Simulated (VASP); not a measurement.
**SnI2 (Fm-3m): band edges, masses and strain**

The runs below take SnI2 at its given cell and follow the band edges through several levels. The cell is generated by rule, not measured, and may not be a known phase.

Main program and level: VASP 6.6.1; PBEsol; plane waves and PAW (Sn_d, I), in the first sound run; inputs show where later runs differ.

The structure was built from a prototype and need not be the compound's stable phase.

## (1) Set-up

It takes space group Fm-3m (No. 225, cubic). Conventional cell: a = 7.566 Å, b = 7.566 Å, c = 7.566 Å, α = 90.00°, β = 90.00°, γ = 90.00°. Nearest to Sn lie 8 I at 3.28 Å. Nearest to I lie 4 Sn at 3.28 Å. Farther neighbours and most contacts between anions are not listed.

## (2) Relaxation of the atoms

The cell is kept as given; the atoms are relaxed first, so that no residual force shifts the band edges.

INCAR

```
SYSTEM = SnI2
PREC = Accurate
ENCUT = 400
EDIFF = 1E-06
NELM = 100
ISMEAR = 0
SIGMA = 0.02
LREAL = .FALSE.
ALGO = Normal
GGA = PS
NBANDS = 20
LORBIT = 11
LWAVE = .FALSE.
LCHARG = .FALSE.
KPAR = 4
IBRION = 2
NSW = 40
ISIF = 2
EDIFFG = -0.005
```

POSCAR

```
SnI2
1.0
    0.0000000000      3.7828000000      3.7828000000
    3.7828000000      0.0000000000      3.7828000000
    3.7828000000      3.7828000000      0.0000000000
Sn I
1 2
Direct
    0.0000000000      0.0000000000      0.0000000000
    0.2500000000      0.2500000000      0.2500000000
    0.7500000000      0.7500000000      0.7500000000
```

KPOINTS

```
Automatic mesh
0
Gamma
6 6 6
0 0 0
```

Potentials, in the order of the species: Sn_d and I (PBE family, release 64).

The run is started by

```console
> mpirun -np 4 vasp_std
```

The log of the run:

```text
[banner, memory and clock lines left out]
running    4 mpi-ranks, on    1 nodes
 distrk:  each k-point on    1 cores,    4 groups
 distr:  one band on    1 cores,    1 groups

 POSCAR found type information on POSCAR SnI
 POSCAR found :  2 types and       3 ions
|                                                                             |
|               ----> ADVICE to this user running VASP <----                  |
|                                                                             |
|     You enforced a specific xc type in the INCAR file but a different       |
|     [... a line on the potential file left out ...]
|     I HOPE YOU KNOW WHAT YOU ARE DOING!                                     |
|                                                                             |

 LDA part: xc-table for (Slater+PW92), standard interpolation
 POSCAR, INCAR and KPOINTS ok, starting setup
 FFT: planning ... GRIDC
 FFT: planning ... GRID_SOFT
 FFT: planning ... GRID
 WAVECAR not read
 entering main loop
       N       E                     dE             d eps       ncg     rms          rms(c)
DAV:   1     0.194288238721E+03    0.19429E+03   -0.10916E+04   640   0.119E+03
DAV:   2     0.118422648094E+02   -0.18245E+03   -0.17546E+03   724   0.303E+02
DAV:   3    -0.825060649498E+01   -0.20093E+02   -0.19786E+02   788   0.104E+02
DAV:   4    -0.899364047681E+01   -0.74303E+00   -0.74212E+00   760   0.221E+01
DAV:   5    -0.902343941738E+01   -0.29799E-01   -0.29797E-01   832   0.421E+00    0.502E+00
DAV:   6    -0.885587417957E+01    0.16757E+00   -0.34726E-01   736   0.397E+00    0.317E+00
DAV:   7    -0.884543546136E+01    0.10439E-01   -0.16912E-01   692   0.195E+00    0.103E+00
DAV:   8    -0.884510735569E+01    0.32811E-03   -0.26724E-02   720   0.128E+00    0.283E-01
DAV:   9    -0.884520148585E+01   -0.94130E-04   -0.34356E-03   700   0.475E-01    0.827E-02
DAV:  10    -0.884516046865E+01    0.41017E-04   -0.47246E-04   708   0.173E-01    0.306E-02
DAV:  11    -0.884519111983E+01   -0.30651E-04   -0.16953E-04   676   0.850E-02    0.337E-02
DAV:  12    -0.884518941108E+01    0.17087E-05   -0.23527E-05   716   0.254E-02    0.134E-02
DAV:  13    -0.884518989175E+01   -0.48067E-06   -0.20391E-06   612   0.914E-03
   1 F= -.88451899E+01 E0= -.88451899E+01  d E =-.884519E+01
 curvature:   0.00 expect dE= 0.000E+00 dE for cont linesearch  0.000E+00
 trial: gam= 0.00000 g(F)=  0.945E-48 g(S)=  0.000E+00 ort = 0.000E+00 (trialstep = 0.100E+01)
 search vector abs. value=  0.100E-09
 reached required accuracy - stopping structural energy minimisation
```

Elapsed: 5.8 s, on 4 MPI ranks of AMD EPYC 9R45, shared host; peak memory 0.76 GiB.

Lines that name or quote the potential files are left out of all logs, and their timing lines are given in words.

OUTCAR, selected parts (step 2):

```text
ion  position               nearest neighbor table
   1  0.000  0.000  0.000-   3 3.28   3 3.28   3 3.28   2 3.28   3 3.28   2 3.28   2 3.28   2 3.28

  LATTYP: Found a face centered cubic cell.
 ALAT       =     7.5656000000

 Subroutine GETGRP returns: Found 48 space group operations
 (whereof 48 operations were pure point group operations)

The static configuration has the point symmetry O_h .

 Found     16 irreducible k-points:

   k-points           NKPTS =     16   k-points in BZ     NKDIM =     16   number of bands    NBANDS=     20

   dimension x,y,z NGX =    36 NGY =   36 NGZ =   36
   dimension x,y,z NGXF=    72 NGYF=   72 NGZF=   72

   ENCUT  =  400.0 eV  29.40 Ry    5.42 a.u.   8.72  8.72  8.72*2*pi/ulx,y,z

   NELECT =      28.0000    total number of electrons

 k-points in reciprocal lattice and weights: Automatic mesh
   0.00000000  0.00000000  0.00000000       0.005
   0.16666667  0.00000000  0.00000000       0.037
   0.33333333  0.00000000  0.00000000       0.037
   0.50000000  0.00000000  0.00000000       0.019
   0.16666667  0.16666667  0.00000000       0.028
   0.33333333  0.16666667  0.00000000       0.111
   0.50000000  0.16666667  0.00000000       0.111
  -0.33333333  0.16666667  0.00000000       0.111
  -0.16666667  0.16666667  0.00000000       0.056
[...]
-0.33333333  0.33333333  0.16666667       0.111
  -0.33333333  0.50000000  0.16666667       0.056

 average (electrostatic) potential at core
       1-102.3069       2 -90.8700       3 -90.8700

 E-fermi :   4.4255

 k-point     1 :       0.0000    0.0000    0.0000
  band No.  band energies     occupation
    ...
     10       1.4953      2.00000
     11       1.4953      2.00000
     12       2.7097      2.00000
     13       2.7097      2.00000
     14       2.7097      2.00000
     15       5.8763      0.00000
     16       5.8763      0.00000
     17       5.8763      0.00000
     18       9.5418      0.00000
     19       9.5418      0.00000
    ...

 k-point     2 :       0.1667    0.0000    0.0000
  band No.  band energies     occupation
    ...
     10       1.4490      2.00000
     11       1.4490      2.00000
     12       2.5922      2.00000
     13       2.5922      2.00000
     14       3.4537      2.00000
     15       6.0739      0.00000
     16       6.1238      0.00000
     17       6.1238      0.00000
     18      10.0555      0.00000
     19      10.0555      0.00000
    ...

 k-point     3 :       0.3333    0.0000    0.0000
  band No.  band energies     occupation
    ...
     10       1.3928      2.00000
     11       1.4508      2.00000
     12       2.3252      2.00000
     13       2.3252      2.00000
     14       4.0123      2.00000
     15       6.8006      0.00000
     16       6.8006      0.00000
     17       7.2575      0.00000
     18      10.7337      0.00000
     19      11.0706      0.00000
    ...

  Total        1.1150542      1.1150542      1.1150542      0.0000000      0.0000000      0.0000000
  in kB       16.5019941     16.5019941     16.5019941      0.0000000      0.0000000      0.0000000
  external PRESSURE =      16.5019941 kB  Pullay stress =       0.0000000 kB

  energy-cutoff  :      400.00
  volume of cell :      108.26
      direct lattice vectors                 reciprocal lattice vectors
     0.000000000  3.782800000  3.782800000    -0.132177223  0.132177223  0.132177223
     3.782800000  0.000000000  3.782800000     0.132177223 -0.132177223  0.132177223
     3.782800000  3.782800000  0.000000000     0.132177223  0.132177223 -0.132177223

 POSITION                                       TOTAL-FORCE (eV/Angst)
 -----------------------------------------------------------------------------------
      0.00000      0.00000      0.00000         0.000000      0.000000     -0.000000
      1.89140      1.89140      1.89140        -0.000000     -0.000000      0.000000
      5.67420      5.67420      5.67420         0.000000      0.000000     -0.000000
 -----------------------------------------------------------------------------------
    total drift:                               -0.000000      0.000000      0.000000

  FREE ENERGIE OF THE ION-ELECTRON SYSTEM (eV)
  ---------------------------------------------------
  free  energy   TOTEN  =        -8.8451898917 eV

  energy  without entropy=       -8.8451898917  energy(sigma->0) =       -8.84518989

 reached required accuracy - stopping structural energy minimisation

 total charge
# of ion       s       p       d       tot
------------------------------------------
    1        1.429   0.552   9.983  11.964
    2        1.519   2.753   0.019   4.291
    3        1.519   2.753   0.019   4.291
--------------------------------------------------
tot          4.467   6.058  10.021  20.547

[... 3 further parts left out ...]
```

CONTCAR:

```
SnI2
   1.00000000000000
     0.0000000000000000    3.7827999999999999    3.7827999999999999
     3.7827999999999999    0.0000000000000000    3.7827999999999999
     3.7827999999999999    3.7827999999999999    0.0000000000000000
  Sn              I
     1     2
Direct
     0.0000000000000000    0.0000000000000000    0.0000000000000000
     0.2500000000000000    0.2500000000000000    0.2500000000000000
     0.7500000000000000    0.7500000000000000    0.7500000000000000
```

The gap is read on the k-mesh alone, so it is an upper bound where the band edges lie off the mesh. The PAW data sets were made with PBE, which is usual practice but a small mismatch for other functionals. The run keeps the 48 symmetry operations of its start, so it cannot find a distortion of lower symmetry.

The forces vanish from the start, and no atom moves.

This step gave:

```yaml
scf_cycles: 13
electrons: 28
bands: 20
irreducible_k_points: 16
symmetry_operations: 48
free_energy_toten: -8.845 eV
fermi_energy: 4.426 eV
pressure: 1.650 GPa
metallic: no
valence_top_at_k: 0.5, 0.5, 0
conduction_bottom_at_k: 0.1667, 0.1667, 0
least_direct_gap_at_k: 0.5, 0.5, 0
gap_on_the_k_mesh: 1.267 eV
least_direct_gap_on_the_k_mesh: 1.767 eV
```

## (3) Bands on a dense mesh

A dense even mesh and a path are solved together, since either alone can miss a band edge.

Edit INCAR of step 2 so:

```diff
@@ -10,3 +10,3 @@
 GGA = PS
-NBANDS = 20
+NBANDS = 27
 LORBIT = 11
@@ -15,5 +15,2 @@
 KPAR = 4
-IBRION = 2
-NSW = 40
 ISIF = 2
-EDIFFG = -0.005
```

POSCAR is that of step 2.

KPOINTS

```
Automatic mesh
0
Gamma
10 10 10
0 0 0
```

KPOINTS_OPT

```
Line mode
24
Line-mode
Reciprocal
  0.00000000   0.00000000   0.00000000 GAMMA
  0.50000000   0.00000000   0.50000000 X

  0.50000000   0.00000000   0.50000000 X
  0.50000000   0.25000000   0.75000000 W

  0.50000000   0.25000000   0.75000000 W
  0.37500000   0.37500000   0.75000000 K

  0.37500000   0.37500000   0.75000000 K
  0.00000000   0.00000000   0.00000000 GAMMA

  0.00000000   0.00000000   0.00000000 GAMMA
  0.50000000   0.50000000   0.50000000 L

  0.50000000   0.50000000   0.50000000 L
  0.62500000   0.25000000   0.62500000 U

  0.62500000   0.25000000   0.62500000 U
  0.50000000   0.25000000   0.75000000 W

  0.50000000   0.25000000   0.75000000 W
  0.50000000   0.50000000   0.50000000 L

  0.50000000   0.50000000   0.50000000 L
  0.37500000   0.37500000   0.75000000 K

  0.62500000   0.25000000   0.62500000 U
  0.50000000   0.00000000   0.50000000 X
```

The run is started by

```console
> mpirun -np 4 vasp_std
```

The log of the run:

```text
[banner, memory and clock lines left out]
running    4 mpi-ranks, on    1 nodes
 distrk:  each k-point on    1 cores,    4 groups
 distr:  one band on    1 cores,    1 groups

 POSCAR found type information on POSCAR SnI
 POSCAR found :  2 types and       3 ions
 [... a notice as in an earlier step ...]

 LDA part: xc-table for (Slater+PW92), standard interpolation
 POSCAR, INCAR and KPOINTS ok, starting setup
 FFT: planning ... GRIDC
 FFT: planning ... GRID_SOFT
 FFT: planning ... GRID
 WAVECAR not read
 entering main loop
       N       E                     dE             d eps       ncg     rms          rms(c)
DAV:   1     0.201210710445E+03    0.20121E+03   -0.10100E+04  2597   0.889E+02
DAV:   2     0.167054865002E+02   -0.18451E+03   -0.17187E+03  2722   0.270E+02
DAV:   3    -0.801949632998E+01   -0.24725E+02   -0.24279E+02  3162   0.897E+01
DAV:   4    -0.898682584429E+01   -0.96733E+00   -0.96587E+00  3102   0.192E+01
DAV:   5    -0.902364798991E+01   -0.36822E-01   -0.36820E-01  3676   0.375E+00    0.499E+00
DAV:   6    -0.885639728536E+01    0.16725E+00   -0.27988E-01  3223   0.294E+00    0.317E+00
DAV:   7    -0.884558512219E+01    0.10812E-01   -0.13839E-01  3071   0.140E+00    0.103E+00
DAV:   8    -0.884542061928E+01    0.16450E-03   -0.21683E-02  3130   0.943E-01    0.262E-01
DAV:   9    -0.884556687198E+01   -0.14625E-03   -0.31740E-03  3201   0.375E-01    0.717E-02
DAV:  10    -0.884546251740E+01    0.10435E-03   -0.50121E-04  2920   0.145E-01    0.349E-02
DAV:  11    -0.884548853978E+01   -0.26022E-04   -0.14461E-04  2772   0.631E-02    0.390E-02
DAV:  12    -0.884548940259E+01   -0.86281E-06   -0.10692E-05  2964   0.134E-02    0.201E-02
DAV:  13    -0.884548980761E+01   -0.40502E-06   -0.18066E-06  2414   0.676E-03
   1 F= -.88454898E+01 E0= -.88454898E+01  d E =-.700611E-35
 Start KPOINTS_OPT (optional k-point list driver)
k-point batch [1-47\240]
       N       E                     dE             ncg
DAV:   1     0.137002581136E+04   -0.22693E+05     2591
DAV:   2    -0.707873921506E+04   -0.84488E+04     2688
DAV:   3    -0.821971116090E+04   -0.11410E+04     3135
DAV:   4    -0.826383947745E+04   -0.44128E+02     2957
DAV:   5    -0.826544553255E+04   -0.16061E+01     3495
DAV:   6    -0.826548447467E+04   -0.38942E-01     3185
DAV:   7    -0.826548604003E+04   -0.15654E-02     3691
DAV:   8    -0.826548605305E+04   -0.13011E-04     2662
DAV:   9    -0.826548605379E+04   -0.73986E-06     2019
[...]
k-point batch [236-240\240]
       N       E                     dE             ncg
DAV:   1     0.270575678679E+05   -0.32457E+04      284
DAV:   2     0.261143265388E+05   -0.94324E+03      308
DAV:   3     0.259908290683E+05   -0.12350E+03      324
DAV:   4     0.259861275661E+05   -0.47015E+01      294
DAV:   5     0.259859601468E+05   -0.16742E+00      363
DAV:   6     0.259859563794E+05   -0.37674E-02      304
DAV:   7     0.259859562384E+05   -0.14099E-03      395
DAV:   8     0.259859562377E+05   -0.70443E-06      242
```

Wall time 66 s (4 MPI ranks); peak memory 1.1 GiB; 4.3 min of CPU time.

From OUTCAR (step 3):

```text
The static configuration has the point symmetry O_h .

 Found     47 irreducible k-points:

   k-points           NKPTS =     47   k-points in BZ     NKDIM =     47   number of bands    NBANDS=     27

   NELECT =      28.0000    total number of electrons

 E-fermi :   4.4758

 k-point     1 :       0.0000    0.0000    0.0000
  band No.  band energies     occupation
    ...
     10       1.4951      2.00000
     11       1.4951      2.00000
     12       2.7096      2.00000
     13       2.7096      2.00000
     14       2.7096      2.00000
     15       5.8762      0.00000
     16       5.8762      0.00000
     17       5.8762      0.00000
     18       9.5416      0.00000
     19       9.5416      0.00000
    ...

 k-point     2 :       0.1000    0.0000    0.0000
  band No.  band energies     occupation
    ...
     10       1.4759      2.00000
     11       1.4759      2.00000
     12       2.6663      2.00000
     13       2.6663      2.00000
     14       3.0646      2.00000
     15       5.9201      0.00000
     16       5.9644      0.00000
     17       5.9644      0.00000
     18       9.7354      0.00000
     19       9.7354      0.00000
    ...

  Total        1.1161110      1.1161110      1.1161110      0.0000000     -0.0000000     -0.0000000
  in kB       16.5176333     16.5176333     16.5176333      0.0000000     -0.0000000     -0.0000000
  external PRESSURE =      16.5176333 kB  Pullay stress =       0.0000000 kB

 POSITION                                       TOTAL-FORCE (eV/Angst)
 -----------------------------------------------------------------------------------
      0.00000      0.00000      0.00000         0.000000      0.000000     -0.000000
      1.89140      1.89140      1.89140        -0.000000     -0.000000     -0.000000
      5.67420      5.67420      5.67420         0.000000      0.000000      0.000000
 -----------------------------------------------------------------------------------
    total drift:                               -0.000000      0.000000      0.000000

  FREE ENERGIE OF THE ION-ELECTRON SYSTEM (eV)
  ---------------------------------------------------
  free  energy   TOTEN  =        -8.8454898076 eV

  energy  without entropy=       -8.8454898076  energy(sigma->0) =       -8.84548981

 total charge
# of ion       s       p       d       tot
------------------------------------------
    1        1.429   0.552   9.983  11.964
    2        1.519   2.753   0.019   4.291
    3        1.519   2.753   0.019   4.291
--------------------------------------------------
tot          4.467   6.058  10.021  20.546

[... 6 parts as in an earlier step ...]

[... 6 further parts left out ...]
```

Numbers from this step:

* bands: 27
* irreducible k-points: 47
* Fermi energy: 4.476 eV
* pressure: 1.652 GPa
* least gap on mesh and path: 1.238 eV
* least direct gap on mesh and path: 1.767 eV
* valence top at k: 0.5, 0, 0.5
* conduction bottom at k: 0.2174, 0, 0.2174
* least direct gap at k: 0.5, 0, 0.5

The electronic bands at the labelled points (eV, zero at the valence-band top; v1 is the highest filled band, c1 the lowest empty one):

```csv
point,v4,v3,v2,v1,c1,c2,c3,c4
Γ,-2.81,-1.60,-1.60,-1.60,1.57,1.57,1.57,5.23
0.48 of the way,-1.72,-1.53,-0.97,-0.97,1.25,2.70,2.70,5.70
X,-1.76,-0.42,-0.42,0.00,1.77,3.87,3.87,5.47
0.52 of the way,-1.47,-1.40,-0.36,-0.07,2.50,3.24,3.70,5.96
W,-2.70,-1.21,-0.26,-0.18,2.79,3.25,3.25,6.31
0.48 of the way,-2.06,-1.22,-0.50,-0.16,2.93,3.04,3.43,5.98
K,-1.51,-1.23,-0.93,-0.14,3.00,3.17,3.38,5.66
0.48 of the way,-2.65,-2.21,-0.81,-0.71,2.10,2.36,3.03,5.93
Γ,-2.81,-1.60,-1.60,-1.60,1.57,1.57,1.57,5.23
0.52 of the way,-2.90,-1.86,-1.86,-0.45,2.17,2.17,2.32,6.36
L,-2.77,-2.13,-2.13,-0.16,2.98,2.98,3.89,6.02
0.52 of the way,-2.37,-1.52,-0.98,-0.57,3.06,3.09,3.55,5.54
U,-1.51,-1.23,-0.93,-0.14,3.00,3.17,3.38,5.66
0.52 of the way,-2.06,-1.22,-0.50,-0.16,2.93,3.04,3.43,5.98
W,-2.70,-1.21,-0.26,-0.18,2.79,3.25,3.25,6.31
0.48 of the way,-2.78,-1.17,-0.85,-0.66,2.95,3.19,3.48,5.61
L,-2.77,-2.13,-2.13,-0.16,2.98,2.98,3.89,6.02
0.48 of the way,-2.44,-1.59,-1.09,-0.52,3.04,3.08,3.59,5.55
K,-1.51,-1.23,-0.93,-0.14,3.00,3.17,3.38,5.66
jump to U,-1.51,-1.23,-0.93,-0.14,3.00,3.17,3.38,5.66
0.48 of the way,-1.59,-0.84,-0.58,-0.04,2.25,3.55,3.72,5.71
X,-1.76,-0.42,-0.42,0.00,1.77,3.87,3.87,5.47
```

Of the projections kept (Sn, I), the largest for each band there; the rest of the weight can lie on other orbitals:

```csv
point,v4,v3,v2,v1,c1,c2,c3,c4
Γ,I 0.97,I 0.75,I 0.75,I 0.75,Sn 0.53,Sn 0.53,Sn 0.53,I 0.72
X,I 0.59,I 0.98,I 0.98,I 1.00,Sn 0.78,Sn 0.70,Sn 0.70,I 0.69
W,I 0.83,I 0.63,I 0.98,I 1.00,Sn 0.79,Sn 0.65,Sn 0.65,I 0.64
K,I 0.84,I 0.63,I 0.98,I 0.99,Sn 0.59,Sn 0.74,Sn 0.70,I 0.73
Γ,I 0.97,I 0.75,I 0.75,I 0.75,Sn 0.53,Sn 0.53,Sn 0.53,I 0.72
L,I 0.87,I 0.97,I 0.97,I 0.74,Sn 0.62,Sn 0.62,Sn 0.67,I 0.88
```

At this level the gap is 1.24 eV. At 1.7 GPa the cell is away from the equilibrium volume of this level: left free, it would expand.

(Part 1 of 8 ends here.)

[Lines on the potential files, build, host, timing and source positions are cut from VASP's logs without a mark.]

[Logs are printed without paths, hosts, clocks, repeated set-up lines and the standing remarks that a program may print on its own settings, such as how far it seeks lower states.]

[Hosts, paths, dates, database ids (printed as entryN), source tags and the programs' standing remarks are cut or masked in the printed files.]

[In band tables of VASP the shares of atoms and orbitals are scaled to a sum of 1 inside the atoms' spheres.]

[Gaps and slopes under strain along one axis are those of the sampled path and mesh points; where strain splits equal valleys, another of them can be the edge.]
